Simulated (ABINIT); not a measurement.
# Ge (Cmmm) in ABINIT: further runs

One crystal, Ge, is run at these levels: PBEsol, PBE, LDA; tasks: relaxation of cell and atoms, single point.

Program: ABINIT 10.8.3 (patched build). These are calculated values, not measurements. Logs are shortened: lines on timing, memory, paths and dates and some standing lists are left out, and cuts for length are marked. The log counts tension as positive stress, the text compression.

## Step 1: The crystal as given

Symmetry: Cmmm, No. 65, orthorhombic system. Conventional cell: a = 2.794 Å, b = 5.201 Å, c = 2.698 Å, α = 90.00°, β = 90.00°, γ = 90.00°. Ge (site symmetry mmm) has 8 Ge at 2.70 to 2.95 Å as nearest neighbours.

This isn't the form of Ge at room conditions, which is diamond.

## Step 2: Relaxation of cell and atoms, PBEsol

run.abi

```
pp_dirpath "./"
pseudos "Ge.GGA_PBE-JTH.xml"

acell 3*1.0
rprim
     2.6402289653    -4.9142630227     0.0000000000
     2.6402289653     4.9142630227     0.0000000000
     0.0000000000     0.0000000000     5.0989176110
ntypat 1
znucl 32
natom 1
typat 1
xred
     0.5000000000     0.5000000000     0.0000000000
chkprim 0
chksymtnons 0
tolsym 1.0e-6

ecut 22.0
pawecutdg 44.0
pawxcdev 0

kptopt 1
ngkpt 11 11 10
nshiftk 1
shiftk 0.0 0.0 0.0

ixc -116133

nband 11
occopt 3
tsmear 0.00183747

nstep 100
tolvrs 1.0e-9

iomode 3
prtwf 0
prtden 0
prteig 0
prtebands 0

ionmov 22
ntime 60
tolmxf 0.0001
optcell 2
dilatmx 1.08
ecutsm 0.5
```

Potentials or basis: JTH PAW PBE v2.0.

Run with:

```
$ abinit run.abi > log 2>&1
```

run.abo:

```text
.Version 10.8.3 of ABINIT
 Symmetries : space group Cm m m (# 65); Bravais oC (1-face-center ortho.)
================================================================================
 Values of the parameters that define the memory need of the present run
     intxc =       0    ionmov =      22      iscf =      17    lmnmax =      18
     lnmax =       6     mgfft =      27  mpssoang =       3    mqgrid =    3001
     natom =       1  nloc_mem =       2    nspden =       1   nspinor =       1
    nsppol =       1      nsym =       8    n1xccc =       1    ntypat =       1
    occopt =       3   xclevel =       2
       mpw =         834          nfft =       17496          nkpt =         216
 PAW method is used; the additional fine FFT grid is defined by:
   mgfftf=        36    nfftf =     46656
================================================================================
================================================================================

--------------------------------------------------------------------------------
------------- Echo of variables that govern the present computation ------------
--------------------------------------------------------------------------------
 -outvars: echo values of preprocessed input variables --------
            acell      1.0000000000E+00  1.0000000000E+00  1.0000000000E+00 Bohr
              amu      7.26100000E+01
          chkprim           0
      chksymtnons           0
          dilatmx      1.08000000E+00
             ecut      2.20000000E+01 Hartree
           ecutsm      5.00000000E-01 Hartree
           ionmov          22
                       outvar_i_n : Printing only first  50 k-points.
              ixc     -116133
                       outvar_i_n : Printing only first  50 k-points.
         kptrlatt       11    0    0      0   11    0      0    0   10
          kptrlen      5.09891761E+01
            natom           1
            nband          11
            ngfft          27      27      24
          ngfftdg          36      36      36
             nkpt         216
            nstep         100
             nsym           8
            ntime          60
           ntypat           1
                       prtocc : prtvol=0, do not print more k-points.
           occopt           3
          optcell           2
        pawecutdg      4.40000000E+01 Hartree
         pawxcdev           0
           prtden           0
        prtebands           0
           prteig           0
            prtwf           0
            rprim      2.6402289653E+00 -4.9142630227E+00  0.0000000000E+00
                       2.6402289653E+00  4.9142630227E+00  0.0000000000E+00
                       0.0000000000E+00  0.0000000000E+00  5.0989176110E+00
          spgroup          65
           tolmxf      1.00000000E-04
           tolsym      1.00000000E-06
           tolvrs      1.00000000E-09
           tsmear      1.83747000E-03 Hartree
            typat      1
           useylm           1
                       outvars : Printing only first  50 k-points.
           xangst      1.3971489991E+00  0.0000000000E+00  0.0000000000E+00
            xcart      2.6402289653E+00  0.0000000000E+00  0.0000000000E+00
             xred      5.0000000000E-01  5.0000000000E-01  0.0000000000E+00
            znucl       32.00000

================================================================================

 chkinp: Checking input parameters for consistency.

================================================================================
== DATASET  1 ==================================================================

--- !DatasetInfo
iteration_state: {dtset: 1, }
dimensions: {natom: 1, nkpt: 216, mband: 11, nsppol: 1, nspinor: 1, nspden: 1, mpw: 834, }
cutoff_energies: {ecut:  22.0, pawecutdg:  44.0, }
electrons: {nelect:   1.40000000E+01, charge:   0.00000000E+00, occopt:   3.00000000E+00, tsmear:   1.83747000E-03, }
meta: {optdriver: 0, ionmov: 22, optcell: 2, iscf: 17, paral_kgb: 0, }
...

 Real(R)+Recip(G) space primitive vectors, cartesian coordinates (Bohr,Bohr^-1):
 R(1)=  2.6402290 -4.9142630  0.0000000  G(1)=  0.1893775 -0.1017447  0.0000000
 R(2)=  2.6402290  4.9142630  0.0000000  G(2)=  0.1893775  0.1017447  0.0000000
 R(3)=  0.0000000  0.0000000  5.0989176  G(3)=  0.0000000  0.0000000  0.1961201
 Unit cell volume ucvol=  1.3231466E+02 bohr^3
 Angles (23,13,12)=  9.00000000E+01  9.00000000E+01  1.23505425E+02 degrees

 Coarse grid specifications (used for wave-functions):

 getcut: wavevector=  0.0000  0.0000  0.0000  ngfft=  27  27  24
         ecut(hartree)=     25.661   => boxcut(ratio)=   2.04411

 Fine grid specifications (used for densities):

 getcut: wavevector=  0.0000  0.0000  0.0000  ngfft=  36  36  36
         ecut(hartree)=     51.322   => boxcut(ratio)=   2.00109

--- Pseudopotential description ------------------------------------------------
- pspini: atom type   1  psp file is ./Ge.GGA_PBE-JTH.xml
 Pseudopotential format is: paw10
 basis_size (lnmax)=  6 (lmn_size= 18), orbitals=   0   0   1   1   2   2
 Spheres core radius: rc_sph= 2.30476891
 Shapefunction is SIN type: shapef(r)=[sin(pi*r/rshp)/(pi*r/rshp)]**2
 Radius for shape functions =  1.99988291
 Compensation charge density is not taken into account in XC energy/potential

   2.83683711E+02                                ecore*ucvol(ha*bohr**3)
--------------------------------------------------------------------------------

================================================================================

=== [ionmov=22] Limited-memory Broyden-Fletcher-Goldfarb-Shanno method
================================================================================

--- Iteration: ( 1/60) Internal Cycle: (1/1)
--------------------------------------------------------------------------------

---SELF-CONSISTENT-FIELD CONVERGENCE--------------------------------------------

--- !BeginCycle
iteration_state: {dtset: 1, itime: 1, icycle: 1, }
solver: {iscf: 17, nstep: 100, nline: 4, wfoptalg: 10, }
tolerances: {tolvrs: 1.00E-09, }
...
[... 702 lines left out ...]
  2.64990792350187E+00 -4.65251686423110E+00  0.00000000000000E+00
  2.64990792350187E+00  4.65251686423110E+00  0.00000000000000E+00
  0.00000000000000E+00  0.00000000000000E+00  5.05359234249950E+00
 Unitary Cell Volume (ucvol) [Bohr^3]=  1.24608865280491E+02
 Angles (23,13,12)= [degrees]
  9.00000000000000E+01  9.00000000000000E+01  1.20671403042475E+02
 Lengths [Bohr]
  5.35424366040553E+00  5.35424366040553E+00  5.05359234249950E+00
 Stress tensor in cartesian coordinates (strten) [Ha/bohr^3]
 -6.83403435022822E-08  0.00000000000000E+00  0.00000000000000E+00
  0.00000000000000E+00 -6.82689989449370E-07  0.00000000000000E+00
  0.00000000000000E+00  0.00000000000000E+00  3.44429103439625E-07
 Total energy (etotal) [Ha]= -9.55507355444037E+01

 Difference of energy with previous step (new-old):
           Absolute (Ha)=-2.73567E-07
           Relative     =-2.86306E-09

 At Broyd/MD step   8, gradients are converged :
  max grad (force/stress) = 6.8269E-05 < tolmxf= 1.0000E-04 ha/bohr (free atoms)

================================================================================

 ----iterations are completed or convergence reached----

 Mean square residual over all n,k,spin=   84.132E-11; max=  18.854E-07
 reduced coordinates (array xred) for    1 atoms
       0.500000000000      0.500000000000      0.000000000000
 rms dE/dt=  0.0000E+00; max dE/dt=  0.0000E+00; dE/dt below (all hartree)
    1       0.000000000000      0.000000000000      0.000000000000

 cartesian coordinates (angstrom) at end:
    1      1.40227088315717    -0.00000000000000     0.00000000000000

 cartesian forces (hartree/bohr) at end:
    1     -0.00000000000000    -0.00000000000000    -0.00000000000000
 frms,max,avg= 0.0000000E+00 0.0000000E+00   0.000E+00  0.000E+00  0.000E+00 h/b

 cartesian forces (eV/Angstrom) at end:
    1     -0.00000000000000    -0.00000000000000    -0.00000000000000
 frms,max,avg= 0.0000000E+00 0.0000000E+00   0.000E+00  0.000E+00  0.000E+00 e/A
 length scales=  5.354243660406  5.354243660406  5.053592342500 bohr
              =  2.833343724786  2.833343724786  2.674245899030 angstroms
 Fermi (or HOMO) energy (hartree) =   0.33684   Average Vxc (hartree)=  -0.39094
 Eigenvalues (hartree) for nkpt= 216  k points:
 kpt#   1, nband= 11, wtk=  0.00083, kpt=  0.0000  0.0000  0.0000 (reduced coord)
  -0.57176   -0.56900   -0.56857   -0.56265   -0.56250   -0.15628    0.57617    0.64993
   0.65987    0.70958    0.85765
      occupation numbers for kpt#   1
   2.00000    2.00000    2.00000    2.00000    2.00000    2.00000    0.00000    0.00000
   0.00000    0.00000    0.00000
 prteigrs : prtvol=0 or 1, do not print more k-points.

--- !EnergyTerms
iteration_state     : {dtset: 1, itime: 8, icycle: 1, }
comment             : Components of total free energy in Hartree
kinetic             :  6.51747666478132E+00
hartree             :  1.71804911734283E+01
xc                  : -2.29847805579274E+00
Ewald energy        : -5.61201081820924E+01
psp_core            :  2.27659332397458E+00
local_psp           : -6.08187555352828E+01
PAW spherical_terms : -2.28779034737215E+00
internal            : -9.55505709583559E+01
'-kT*entropy'       : -1.58127124660549E-04
total_energy        : -9.55507290854805E+01
total_energy_eV     : -2.60006779523010E+03
...

--- !EnergyTermsDC
iteration_state     : {dtset: 1, itime: 8, icycle: 1, }
comment             : '"Double-counting" decomposition of free energy'
band_energy         : -5.11908215988219E+00
Ewald energy        : -5.61201081820924E+01
psp_core            :  2.27659332397458E+00
xc_dc               : -1.65708323182552E+01
PAW spherical_terms : -2.00171480810239E+01
internal            : -9.55505774172791E+01
'-kT*entropy'       : -1.58127124660549E-04
total_energy_dc     : -9.55507355444037E+01
total_energy_dc_eV  : -2.60006797098636E+03
...

--- !EnergyTermsWithPAWCore
iteration_state     : {dtset: 1, itime: 8, icycle: 1, }
comment             : 'Components of total free energy, including PAW core contributions'
Total energy        : -2.09746893066828E+03
Total energy DC     : -2.09746893712720E+03
Total energy (eV)   : -5.70750372113592E+04
Total energy DC (eV): -5.70750373871155E+04
...

 Cartesian components of stress tensor (hartree/bohr^3)
  sigma(1 1)= -6.83403435E-08  sigma(3 2)=  0.00000000E+00
  sigma(2 2)= -6.82689989E-07  sigma(3 1)=  0.00000000E+00
  sigma(3 3)=  3.44429103E-07  sigma(2 1)=  0.00000000E+00

-Cartesian components of stress tensor (GPa)         [Pressure=  3.9875E-03 GPa]
- sigma(1 1)= -2.01064232E-03  sigma(3 2)=  0.00000000E+00
- sigma(2 2)= -2.00854329E-02  sigma(3 1)=  0.00000000E+00
- sigma(3 3)=  1.01334541E-02  sigma(2 1)=  0.00000000E+00

== END DATASET(S) ==============================================================
================================================================================

 -outvars: echo values of variables after computation  --------
            acell      5.3542436604E+00  5.3542436604E+00  5.0535923425E+00 Bohr
           etotal     -9.5550735544E+01
            fcart     -0.0000000000E+00 -0.0000000000E+00 -0.0000000000E+00
            rprim      4.9491732009E-01 -8.6894007059E-01  0.0000000000E+00
                       4.9491732009E-01  8.6894007059E-01  0.0000000000E+00
                       0.0000000000E+00  0.0000000000E+00  1.0000000000E+00
           strten     -6.8340343502E-08 -6.8268998945E-07  3.4442910344E-07
                       0.0000000000E+00  0.0000000000E+00  0.0000000000E+00
           xangst      1.4022708832E+00 -2.3500188930E-16  0.0000000000E+00
             xred      5.0000000000E-01  5.0000000000E-01  0.0000000000E+00
 Calculation completed.
```

Run time: 4.9 min. Hardware: 1 thread of Arm Neoverse V2, shared host; peak memory 0.17 GiB.

Results:

```yaml
Free_energy: -2600.0680 eV
Relaxed_volume: 18.47 Å³/atom
Relaxed_cell: a = 2.833 Å, b = 2.833 Å, c = 2.674 Å, α = 90.00°, β = 90.00°, γ = 120.67°
Space_group_after_relaxing_to_0.05_Å: P6/mmm (No. 191)
Energy_gained_by_relaxing: 19.0 meV/atom
Ionic_steps: 8
Pressure_after_relaxing: 0.0 GPa
Band_gap_on_the_k_mesh: none (metal or under the smearing width)
Valence_electrons_inside_the_program's_atomic_spheres: Ge 12.24 (radii [1.2196] Å)
```

Step by step:
| step | energy change (eV) | largest force (eV/Å) | pressure (GPa) | volume (Å³) |
| --- | --- | --- | --- | --- |
| 1 | 0.0000 | 0.0000 | -3.84 | 19.61 |
| 2 | -0.0056 | 0.0000 | -3.13 | 19.38 |
| 3 | -0.0181 | 0.0000 | 0.49 | 18.37 |
| 4 | -0.0186 | 0.0000 | 0.16 | 18.44 |
| 5 | -0.0188 | 0.0000 | -0.03 | 18.48 |
| 6 | -0.0189 | 0.0000 | 0.02 | 18.46 |
| 7 | -0.0190 | 0.0000 | -0.03 | 18.47 |
| 8 | -0.0190 | 0.0000 | 0.00 | 18.47 |

Final structure:
```
Ge
1.0
     1.40227   -2.46201    0.00000
     1.40227    2.46201    0.00000
     0.00000    0.00000    2.67425
Ge
1
Direct
  0.50000 0.50000 0.00000
```

Levels at points of the mesh, in eV from the Fermi level:
```
           k point  band 4  band 5  band 6  band 7  band 8  band 9  band 10  band 11
(0.00, 0.00, 0.00)  -24.48  -24.47  -13.42    6.51    8.52    8.79    10.14    14.17
(0.00, 0.00, 0.50)  -24.54  -24.51   -9.54   -6.12   11.45   11.72    17.10    17.52
```

Caveat: the PAW data sets were made with another functional, which shifts forces and pressure a little.

## Step 3: Single point, PBE

run.abi

```
# Pseudopotentials
pp_dirpath "./"
pseudos "Ge.upf"

# Structure
acell 5.5786010832 5.5786010832 5.098917611
rprim
     0.4732779645    -0.8809131446     0.0000000000
     0.4732779645     0.8809131446     0.0000000000
     0.0000000000     0.0000000000     1.0000000000
ntypat 1
znucl 32
natom 1
typat 1
xred
     0.5000000000     0.5000000000     0.0000000000
chkprim 0
chksymtnons 0
tolsym 1.0e-6

# Plane-wave basis
ecut 35.0

# k points
kptopt 1
ngkpt 8 8 8
nshiftk 1
shiftk 0.0 0.0 0.0

# Exchange and correlation
ixc 11

# Bands and occupations
nband 11
occopt 3
tsmear 0.00183747

# SCF cycle
nstep 100
tolvrs 1.0e-10

# Output
iomode 3
prtwf 0
prtden 0
prteig 0
prtebands 0
enunit 1
```

Potentials or basis: PseudoDojo NC SR PBE v0.4.1 standard.

Run with:

```
$ mpirun --bind-to none -np 4 abinit run.abi > log 2>&1
```

It took 9.5 s on 4 MPI ranks of Arm Neoverse V1, shared host; peak memory 0.24 GiB.

The run converged. Its results:

* Free energy: -2430.2868 eV
* Band gap on the k mesh: none (metal or under the smearing width)
* Valence electrons inside the program's atomic spheres: Ge 11.47 (radii [1.0584] Å)

Levels at points of the mesh, in eV from the Fermi level:
```
           k point  band 3  band 4  band 5  band 6  band 7  band 8  band 9  band 10  band 11
(0.00, 0.00, 0.00)  -24.72  -24.64  -24.62  -12.91    6.62    7.08    8.60    10.04    12.40
(0.50, 0.00, 0.00)  -24.68  -24.65  -24.62   -7.87   -5.33    3.40    7.39    10.47    16.39
(0.50, 0.50, 0.00)  -24.68  -24.64  -24.63   -8.72   -5.55    5.18    9.05     9.81    15.62
(0.00, 0.00, 0.50)  -24.71  -24.68  -24.66   -9.14   -5.74    9.91   11.42    15.86    16.13
(0.50, 0.00, 0.50)  -24.72  -24.63  -24.55   -3.70   -2.27   -1.67    3.59     6.28    11.52
(0.50, 0.50, 0.50)  -24.69  -24.63  -24.57   -4.66   -2.43   -2.31    3.21     8.07    13.31
```

Caveat: the cutoff is too short for stress, so the log's stress isn't used.

## Step 4: Relaxation of cell and atoms, LDA

run.abi

```
# Pseudopotentials
pp_dirpath "./"
pseudos "Ge.LDA_PW-JTH.xml"

# Structure
acell 3*1.0 Angstrom
rprim
     1.3971490000    -2.6005160000     0.0000000000
     1.3971490000     2.6005160000     0.0000000000
     0.0000000000     0.0000000000     2.6982310000
ntypat 1
znucl 32
natom 1
typat 1
xred
     0.5000000000     0.5000000000     0.0000000000
chkprim 0
chksymtnons 0
tolsym 1.0e-6

# Plane-wave basis
ecut 22.0
pawecutdg 44.0

# k points
kptopt 1
ngkpt 11 11 10
nshiftk 1
shiftk 0.0 0.0 0.0

# Exchange and correlation
ixc 7

# Bands and occupations
nband 11
occopt 3
tsmear 0.05 eV

# SCF cycle
nstep 100
tolvrs 1.0e-9

# Output
iomode 3
prtwf 0
prtden 0
prteig 0
prtebands 0

# Relaxation
ionmov 2
ntime 60
tolmxf 0.0002
optcell 2
dilatmx 1.08
ecutsm 0.5
```

Potentials or basis: JTH PAW LDA v2.0.

Run with:

```
$ abinit run.abi > log 2>&1
```

Run time: 6.3 min. Hardware: 1 thread of Arm Neoverse V2, shared host; peak memory 0.16 GiB.

Results (log left out):

```yaml
Free_energy: -2607.2493 eV
Relaxed_volume: 18.04 Å³/atom
Relaxed_cell: a = 2.813 Å, b = 2.813 Å, c = 2.653 Å, α = 90.00°, β = 90.00°, γ = 120.74°
Space_group_after_relaxing_to_0.05_Å: Cmmm (No. 65)
Energy_gained_by_relaxing: 32.6 meV/atom
Ionic_steps: 12
Pressure_after_relaxing: 0.0 GPa
Band_gap_on_the_k_mesh: none (metal or under the smearing width)
Valence_electrons_inside_the_program's_atomic_spheres: Ge 12.29 (radii [1.2196] Å)
```

Step by step:
```tsv
step	energy change (eV)	largest force (eV/Å)	pressure (GPa)	volume (Å³)
1	0.0000	0.0000	-5.40	19.61
2	-0.0105	0.0000	-4.46	19.29
3	-0.0302	0.0000	0.97	17.87
4	-0.0308	0.0000	0.19	18.04
5	-0.0312	0.0000	-0.05	18.09
6	-0.0321	0.0000	-0.32	18.13
7	-0.0324	0.0000	-0.17	18.09
8	-0.0325	0.0000	0.04	18.04
9	-0.0325	0.0000	0.06	18.03
10	-0.0325	0.0000	0.04	18.04
11	-0.0325	0.0000	-0.01	18.05
12	-0.0326	0.0000	-0.01	18.04
```

Final structure:
```xyz
1
Lattice="1.3907 -2.4453 0.0000 1.3907 2.4453 0.0000 0.0000 0.0000 2.6530" Properties=species:S:1:pos:R:3 pbc="T T T"
Ge    1.3907    0.0000    0.0000
```

Levels at points of the mesh, in eV from the Fermi level:
```
           k point  band 4  band 5  band 6  band 7  band 8  band 9  band 10  band 11
(0.00, 0.00, 0.00)  -24.60  -24.60  -13.61    6.60    8.58    8.89    10.35    14.38
(0.00, 0.00, 0.50)  -24.67  -24.65   -9.66   -6.21   11.55   11.86    17.37    17.76
```

## Step 5: Summary

```csv
task,level,potentials or basis,cell,k mesh,cutoff (eV),cell freedom (optcell),cutoff smearing ecutsm (Ha),optimiser (ionmov),force stop (Ha/bohr),fine-grid cutoff,gap on the mesh (eV),pressure (GPa),relaxed volume (Å³/atom)
relaxation of cell and atoms,PBEsol,JTH PAW PBE v2.0,relaxed,11 × 11 × 10,599,2,0.5,22,0.0001,1197.3 eV,none,0.0,18.47
single point,PBE,PseudoDojo NC SR PBE v0.4.1 standard,as given,8 × 8 × 8,952,-,-,-,-,-,none,-,-
relaxation of cell and atoms,LDA,JTH PAW LDA v2.0,relaxed,11 × 11 × 10,599,2,0.5,2,0.0002,1197.3 eV,none,0.0,18.04
```

Alike in all rows: no spin polarisation; smearing fermi-dirac 0.05 eV.

Caveats: the PAW data sets were made with another functional, which shifts forces and pressure a little (some runs).

Absolute energies hang on the potentials; compare differences alone.
